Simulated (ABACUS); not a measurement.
# Pb (C2/m) in ABACUS: reference runs, part 2 of 2

ABACUS 3.10.1. Earlier steps stand in the parts before.

## Step 3: Single point, PBE (atoms moved at random, drawn with an rms of 0.05 Å)

The input, INPUT:

```
INPUT_PARAMETERS
suffix              Pb
calculation         scf
basis_type          pw
pseudo_dir          ./
symmetry            1
dft_functional      pbe
ecutwfc             63
pseudo_rcut         10
nspin               1
nbands              18
ks_solver           dav
smearing_method     fd
smearing_sigma      0.00367493
scf_thr             1e-08
scf_nmax            100
mixing_type         broyden
mixing_beta         0.7
cal_force           1
cal_stress          1
kpar                4
```

The input, STRU:

```
ATOMIC_SPECIES
Pb 207.2000 Pb.upf

LATTICE_CONSTANT
1.8897261246

LATTICE_VECTORS
3.0386068135 -1.7503199600 0.0000000000
3.0386068135 1.7503199600 0.0000000000
-2.1154626375 0.0000000000 6.0952248674

ATOMIC_POSITIONS
Direct

Pb
0.0
2
0.8992000000 0.9126090000 0.7288880000 1 1 1
0.0934150000 0.0824840000 0.2714710000 1 1 1
```

The input, KPT:

```
K_POINTS
0
Gamma
9 9 5 0 0 0
```

Potentials or basis: PseudoDojo NC SR 0.4.1 PBE standard, plane waves.

Started as:

```
$ OMP_NUM_THREADS=1 mpirun -np 4 abacus > log
```

running log:

```text
ABACUS v3.10.1

               Atomic-orbital Based Ab-initio Computation at UStc

 ------------------------------------------------------------------------------------

 READING GENERAL INFORMATION
                           global_out_dir = OUT.Pb/
                           global_in_card = INPUT
                               pseudo_dir = ./
                              orbital_dir =
                                    DSIZE = 4
                                    GSIZE = 1

 READING UNITCELL INFORMATION
                                    ntype = 1
                  lattice constant (Bohr) = 1.88973
              lattice constant (Angstrom) = 1

 READING ATOM TYPE 1
                               atom label = Pb
                      L=0, number of zeta = 1
                      L=1, number of zeta = 1
                      L=2, number of zeta = 1
             number of atom for this type = 2

                        TOTAL ATOM NUMBER = 2
DIRECT COORDINATES
    atom                   x                   y                   z     mag                  vx                  vy                  vz
taud_Pb1            0.8992000000        0.9126090000        0.7288880000  0.0000        0.0000000000        0.0000000000        0.0000000000
taud_Pb2            0.0934150000        0.0824840000        0.2714710000  0.0000        0.0000000000        0.0000000000        0.0000000000

                          Volume (Bohr^3) = 437.53
                             Volume (A^3) = 64.8352

 Lattice vectors: (Cartesian coordinate: in unit of a_0)
             +3.03861            -1.75032                  +0
             +3.03861            +1.75032                  +0
             -2.11546                  +0            +6.09522
 Reciprocal vectors: (Cartesian coordinate: in unit of 2 pi/a_0)
            +0.164549           -0.285662          +0.0571099
            +0.164549           +0.285662          +0.0571099
                   -0                  -0           +0.164063
 The esolver type has been set to : ksdft_pw

                PAO radial cut off (Bohr) = 10

 Read in pseudopotential file is Pb.upf
                     pseudopotential type = NC
          exchange-correlation functional = PBE
                 nonlocal core correction = 1
                        valence electrons = 14
                                     lmax = 2
                           number of zeta = 3
                     number of projectors = 6
                           L of projector = 0
                           L of projector = 0
                           L of projector = 1
                           L of projector = 1
                           L of projector = 2
                           L of projector = 2
     initial pseudo atomic orbital number = 18

 SETUP THE ELECTRONS NUMBER
            electron number of element Pb = 14
      total electron number of element Pb = 28
            AUTOSET number of electrons:  = 28
                           occupied bands = 14
                                   NBANDS = 18
                                   NLOCAL = 18

%%%%%%%%%%%%%%%%%%%%%%%%%%%%%%%%%%%%%%%%%%%%%%%%%%%%%%%%%%%%%%%%%%%%%%%%%%%%%%%%%%%%%%%%%%%%%%%%%%%%%%%%%%
 Warning: the number of valence electrons in pseudopotential > 4 for Pb: [Xe] 4f14 5d10 6s2 6p2
 Pseudopotentials with additional electrons can yield (more) accurate outcomes, but may be less efficient.
 If you're confident that your chosen pseudopotential is appropriate, you can safely ignore this warning.
%%%%%%%%%%%%%%%%%%%%%%%%%%%%%%%%%%%%%%%%%%%%%%%%%%%%%%%%%%%%%%%%%%%%%%%%%%%%%%%%%%%%%%%%%%%%%%%%%%%%%%%%%%

 SETUP THE PLANE WAVE BASIS
 energy cutoff for charge/potential (unit:Ry) = 252
            fft grid for charge/potential = [ 36, 36, 64 ]
                        fft grid division = [ 1, 1, 1 ]
        big fft grid for charge/potential = [ 36, 36, 64 ]
[... 84 lines left out ...]
       3  0.22222222  0.00000000  0.00000000  0.0049       2
       4  0.33333333  0.00000000  0.00000000  0.0049       3
       5  0.44444444  0.00000000  0.00000000  0.0049       4
       6  0.00000000  0.11111111  0.00000000  0.0049       9
[... 22 lines left out ...]
      29  0.44444444 -0.33333333  0.00000000  0.0049      32
      30 -0.33333333  0.33333333  0.00000000  0.0049      33
[... 173 further k points ...]

                               nkstot now = 203
[... K-POINTS DIRECT COORDINATES: 203 rows ...]

           k-point number in this process = 51
       minimum distributed K point number = 50
[... stars of the k points ...]

[... K-POINTS CARTESIAN COORDINATES: 51 rows ...]

[... K-POINTS DIRECT COORDINATES: 51 rows ...]

 SETUP PLANE WAVES FOR WAVE FUNCTIONS
     energy cutoff for wavefunc (unit:Ry) = 63
              fft grid for wave functions = [ 36, 36, 64 ]
                    number of plane waves = 5025
                         number of sticks = 241

 PARALLEL PW FOR WAVE FUNCTIONS
     PROC   COLUMNS(POT)             PW
        1            241           5025
 --------------- sum -------------------
        1            241           5025

 SETUP NONLOCAL PSEUDOPOTENTIALS IN PLANE WAVE BASIS
 Pb non-local projectors:
 projector 1 L=0
 projector 2 L=0
 projector 3 L=1
 projector 4 L=1
 projector 5 L=2
 projector 6 L=2
      TOTAL NUMBER OF NONLOCAL PROJECTORS = 36

 Init Non-Local PseudoPotential table :
 Init Non-Local-Pseudopotential done.

                                     npwx = 3735

 Make real space PAO into reciprocal space.
       max mesh points in Pseudopotential = 1001
     dq(describe PAO in reciprocal space) = 0.01
                                    max q = 957

 number of pseudo atomic orbitals for Pb is 3
WARNING: norm of atomic wavefunction # 3 of atomic type Pb is 0.999464, renormalized

 -------------------------------------------
 SELF-CONSISTENT
 -------------------------------------------
                                 init_chg = atomic

 PW ALGORITHM --------------- ION=   1  ELEC=   1--------------------------------
 Notice: Threshold on eigenvalues was too large.
 hsover_error=0.28 > DRHO=0.00638016
 Origin diag ethr = 0.01
 New diag ethr = 2.27863e-05

 Density error is 0.00638643467574
                          Error Threshold = 2.27862944965e-05
----------------------------------------------------------
     Energy           Rydberg                 eV
----------------------------------------------------------
 E_KohnSham     -281.5214618753      -3830.2959907935
 E_Harris       -282.1583658233      -3838.9615135657
 E_Fermi        0.7650204351         10.4086370038
----------------------------------------------------------
[... 51 lines left out ...]
 Density error is 5.95435333467e-09
                          Error Threshold = 2.89742711419e-10
----------------------------------------------------------
     Energy           Rydberg                 eV
----------------------------------------------------------
 E_KohnSham     -281.5226264092      -3830.3118350899
 E_KS(sigma->0) -281.5223246963      -3830.3077300751
 E_Harris       -281.5223769442      -3830.3084409452
 E_band         -6.5151566896        -88.6432543418
 E_one_elec     -70.1373899404       -954.2681460369
 E_Hartree      54.5174633446        741.7481419925
 E_xc           -79.9404503836       -1087.6456259035
 E_Ewald        -185.9616460039      -2530.1379951125
 E_entropy(-TS) -0.0006034258        -0.0082100295
 E_descf        0.0000000000         0.0000000000
 E_exx          0.0000000000         0.0000000000
 E_Fermi        0.7616775734         10.3631550375
----------------------------------------------------------

 charge density convergence is achieved
 final etot is -3830.3118351 eV
 EFERMI = 10.363155037 eV

 STATE ENERGY(eV) AND OCCUPATIONS    NSPIN == 1
 1/51 kpoint (Cartesian) = 0.0000 0.0000 0.0000 (3735 pws)
       1       -6.78236     0.00493827
       2       -6.64860     0.00493827
       3       -6.64844     0.00493827
       4       -6.64502     0.00493827
       5       -6.64461     0.00493827
       6       -6.62558     0.00493827
[... 98 lines left out ...]
       5       -6.62007     0.00987654
       6       -6.59770     0.00987654
[... 10 lines left out ...]
      17        16.8081    1.03367e-58
      18        16.8521    4.28688e-59

[... levels at 45 further k points ...]

------------------------------------------------------------------------------------------
 TOTAL-FORCE (eV/Angstrom)
------------------------------------------------------------------------------------------
                       Pb1         0.0282402356        -0.0104950174        -0.1285346589
                       Pb2        -0.0282402356         0.0104950174         0.1285346589
------------------------------------------------------------------------------------------

----------------------------------------------------------------
 TOTAL-STRESS (KBAR)
----------------------------------------------------------------
         6.5811909608        -0.6214874460        -0.1259600600
        -0.6214874460         6.5150232357        -1.2473642191
        -0.1259600600        -1.2473642191         7.2125372840
----------------------------------------------------------------
 TOTAL-PRESSURE: 6.769584 KBAR

 --------------------------------------------
 !FINAL_ETOT_IS -3830.3118350898735116 eV
 --------------------------------------------
```

It took 42 s on 4 MPI ranks of Intel Xeon Platinum 8488C (Sapphire Rapids), shared host; peak memory 0.56 GiB.

Results:

| Quantity | Value |
| --- | --- |
| Free energy | -3830.3118 eV |
| Pressure | 0.7 GPa |
| Largest force | 0.132 eV/Å |
| Band gap on the k mesh | none (metal or under the smearing width) |

Forces on the atoms (eV/Å):
```
Pb   0.028 -0.010 -0.129
Pb  -0.028  0.010  0.129
```

Levels at points of the mesh, in eV from the Fermi level:
```tsv
k point	band 12	band 13	band 14	band 15	band 16	band 17
(0.00, 0.00, 0.00)	-8.39	-3.99	6.22	6.47	6.50	6.57
```
